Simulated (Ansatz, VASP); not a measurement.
# InAs in two plane-wave programs, part 3 of 3

Aim: how closely do two programs agree when they are given the same cell, functional and k mesh? The cell is taken from a series of runs on this material, whose earlier steps may have relaxed, scaled, displaced or heated it; both programs get it as it stands.

VASP 6.6.1 and Ansatz 0.2.0.

So far: The structure; Ansatz: zone-centre phonons, LDA, pair 1; VASP: zone-centre phonons, LDA, pair 1; Side by side.

### 5. VASP: zone-centre phonons, LDA, pair 2

Level of this step: LDA; plane waves and PAW (As, In_d) (VASP).

Second derivatives magnify differences that forces hide, and they need a tight electronic threshold. The cell compared in this pair holds 54.55 Å³, against 54.40 Å³ for the pair before.

The input, INCAR:

```
SYSTEM = InAs
PREC = Accurate
ENCUT = 500
EDIFF = 1E-08
NELM = 120
ISMEAR = 1
SIGMA = 0.2
LREAL = .FALSE.
ALGO = Normal
GGA = CA
NBANDS = 15
LORBIT = 11
LWAVE = .FALSE.
LCHARG = .FALSE.
ISIF = 2
IBRION = 8
LASPH = .TRUE.
GGA_COMPAT = .FALSE.
KPAR = 2
```

The input, POSCAR:

```
InAs
1.0
    0.0000000000      3.0239435053      2.9827825431
    3.0239435053      0.0000000000      2.9827825431
    3.0239435053      3.0239435053      0.0000000000
As In
1 1
Direct
    0.7500000000      0.7500000000      0.7500000000
    0.0000000000      0.0000000000      0.0000000000
```

The input, KPOINTS:

```
Automatic mesh
0
Gamma
12 12 12
0 0 0
```

Potentials, in the order of the species: As and In_d (LDA family, release 64).

On the command line:

```bash
> mpirun -np 2 vasp_std
```

Numbers of over 12 decimals in the logs are rounded to 6 here.

Output:

```text
[... set-up lines as in an earlier step ...]
 entering main loop
       N       E                     dE             d eps       ncg     rms          rms(c)
DAV:   1     0.113478406817E+03    0.11348E+03   -0.82433E+03  4898   0.127E+03
DAV:   2    -0.141519456244E+01   -0.11489E+03   -0.11063E+03  5247   0.306E+02
DAV:   3    -0.913597935256E+01   -0.77208E+01   -0.76597E+01  6381   0.799E+01
DAV:   4    -0.933786944138E+01   -0.20189E+00   -0.20184E+00  5758   0.144E+01
[...]
DAV:  12    -0.902855979209E+01    0.23482E-05   -0.49771E-06  7225   0.302E-02    0.705E-03
DAV:  13    -0.902855983913E+01   -0.47043E-07   -0.68230E-07  6220   0.490E-03    0.171E-03
DAV:  14    -0.902855983427E+01    0.48642E-08   -0.24587E-08  6182   0.240E-03
   1 F= -.90285598E+01 E0= -.90286941E+01  d E =0.402864E-03
 Linear response reoptimize wavefunctions to high precision
DAV:   1    -0.902855983452E+01   -0.24920E-09   -0.36644E-09  5340   0.104E-03
DAV:   2    -0.902855983462E+01   -0.98453E-10   -0.93170E-10  3468   0.244E-04
 Linear response DOF=           4
 Linear response progress:
[...]
RMM:  11    -0.237647526722E+00    0.14944E-06    0.20812E-07 30019   0.163E-04    0.742E-06
RMM:  12    -0.237647592921E+00   -0.66199E-07    0.14013E-07 29299   0.936E-05    0.803E-06
RMM:  13    -0.237647596503E+00   -0.35827E-08    0.74254E-08 31392   0.598E-05    0.847E-06
 first order change of Fermi-energy  -0.34552E-04
 force on displaced ion       2 direction 1 :  -7.724  -0.000   0.000
 Linear response progress:
  Degree of freedom:   4/  4
       N       E                     dE             d eps       ncg     rms          rms(c)
RMM:   1    -0.235321166510E+00   -0.23532E+00   -0.85684E-02 11366   0.494E+00
RMM:   2    -0.237799853950E+00   -0.24787E-02   -0.13468E-02 14226   0.105E+00    0.784E-02
RMM:   3    -0.237765315294E+00    0.34539E-04   -0.15742E-03 15478   0.323E-01    0.387E-02
RMM:   4    -0.237577789657E+00    0.18753E-03   -0.14204E-04 15792   0.106E-01    0.201E-02
[...]
RMM:  12    -0.237542825199E+00   -0.21308E-07    0.54155E-08 17416   0.796E-05    0.897E-06
RMM:  13    -0.237542879672E+00   -0.54473E-07    0.36765E-08 17699   0.534E-05    0.100E-05
RMM:  14    -0.237542879720E+00   -0.48594E-10    0.22960E-08 18198   0.394E-05    0.118E-05
 first order change of Fermi-energy  -0.67170E-04
 force on displaced ion       2 direction 3 :  -0.000  -0.000  -7.681
 Linear response finished
```

OUTCAR, selected parts (step 5):

```text
  Total        0.0568014      0.0568014      0.2190343      0.0000000      0.0000000     -0.0000000
  in kB        1.6682872      1.6682872      6.4331527      0.0000000      0.0000000     -0.0000000
  external PRESSURE =       3.2565757 kB  Pullay stress =       0.0000000 kB

 POSITION                                       TOTAL-FORCE (eV/Angst)
 -----------------------------------------------------------------------------------
      4.53592      4.53592      4.47417         0.000000      0.000000     -0.000000
      0.00000      0.00000      0.00000        -0.000000     -0.000000      0.000000
 -----------------------------------------------------------------------------------
    total drift:                                0.000000      0.000000     -0.000000

[... 1 part as in an earlier step ...]

[... 1 further part left out ...]
```

### 6. Ansatz: zone-centre phonons, LDA, pair 2

The same cell, functional (in two slightly different forms), mesh and smearing now go to Ansatz, which takes its cutoff from its data sets.

The cell is taken from a series of runs on this material, whose earlier steps may have relaxed, scaled, displaced or heated it; both programs get it as it stands.

The input, input.yaml:

```yaml
crystal:
  lattice:
    - [0.0, 3.0239435053, 2.9827825431]
    - [3.0239435053, 0.0, 2.9827825431]
    - [3.0239435053, 3.0239435053, 0.0]
  atoms:
    - { symbol: As, position: [0.75, 0.75, 0.75] }
    - { symbol: In, position: [0.0, 0.0, 0.0] }
kpoints:
  mp_grid: { grid: [12, 12, 12] }
hamiltonian:
  xc: lda
  pseudopotentials: { kind: paw, azcp: { folder: soft_1 }, xc_functional: pbe }
scf:
  occupations: { method: methfessel_paxton, width: 0.2 }
output:
  eigenvalues: true
phonons:
  method: dfpt
```

On the command line:

```bash
> ansatz run input.yaml --threads 4 --pin off --max-ram 10240MiB --backend cpu --events-out ev --progress --plain --runs-dir out
```

Output:

```text
[...]
Crystal: 2 atoms, lattice volume = 54.551 Å³
Basis set: ecut = 420 eV, 1065 PW (Γ), exchange–correlation on 60×60×60 points (8 copies of the dense FFT grid, shifted against one another)
Bands: 18, of which v1, the nominal top of the filled ones, is band 14 counted from 1 (13 counted from 0)
Symmetry: 8 space group operations
k-points: 280 of 1728 (irreducible under 4 space group operations, time reversal used)
[...]
k-point 1: bands = [... 10 lower, -4.4129, 6.1706, 7.4169, 7.4647, 8.2658, 11.3943, 11.5164, 11.5250]
  k-point 2: bands = [... 10 lower, -4.1965, 4.9333, 7.1822, 7.2402, 8.6681, 11.7419, 11.8328, 11.8592]
  k-point 279: bands = [... 10 lower, -2.3875, 1.6091, 5.0999, 5.0999, 8.8999, 9.4117, 16.6905, 16.7632]
[...]
ASR residual: 4.567e-5 → 0.000e0 eV/Å²; symmetrization residual: 2.075e-5 eV/Å²
  ASR residual per site (eV/Å²): 4.57e-5 3.89e-5
  Γ frequencies (cm⁻¹): 0.00 0.00 0.00 214.00 214.76 214.76
[...]
[key lines of the parts left out:]
SCF converged after 9 iterations
Free energy (F): -10231.301342 eV
Fermi energy:    7.581682 eV
```

### 7. Comparison

What differs besides the data sets and the points named for the pairs above, as far as they apply: the data sets hold 28 valence electrons in Ansatz (on its PAW soft_1 files) and 18 in VASP. Total energies have different zeros and are not compared.

Compared:

```csv
quantity,Ansatz,VASP,difference
optical mode 1 (cm⁻¹),214.0,214.8,-0.39 %
optical mode 2 to 3 (cm⁻¹),214.8,215.6,-0.39 %
```

Our record labels this cell a metal in Ansatz alone; each run is judged by its own test, so with a small gap or wide smearing the label says little about the levels. Modes are paired by rising frequency, not by their patterns, so a pair may set unlike modes beside each other; they are those without the splitting of longitudinal modes.

### 8. Outcome

| Quantity | Value |
| --- | --- |
| r.m.s. difference of the optical zone-centre modes, each program's sorted by frequency (zone-centre phonons, LDA, pair 1) | 0.78 cm⁻¹ |
| r.m.s. difference of the optical zone-centre modes, each program's sorted by frequency (zone-centre phonons, LDA, pair 2) | 0.83 cm⁻¹ |

The r.m.s. difference of the optical zone-centre modes, each program's sorted by frequency is 0.78 cm⁻¹ (zone-centre phonons, LDA, pair 1). The data sets hold unlike numbers of valence electrons (28 in Ansatz and 18 in VASP), so part of the differences comes from the potentials. Such differences can come from data sets, numerical settings and the points named under the comparisons, not from the functional's error against experiment.

[Lines on the potential files, build, host, timing and source positions are cut from VASP's logs without a mark.]

[Logs are printed without paths, hosts, clocks, repeated set-up lines and the standing remarks that a program may print on its own settings, such as how far it seeks lower states.]

[Hosts, paths, dates, database ids (printed as entryN), source tags and the programs' standing remarks are cut or masked in the printed files.]
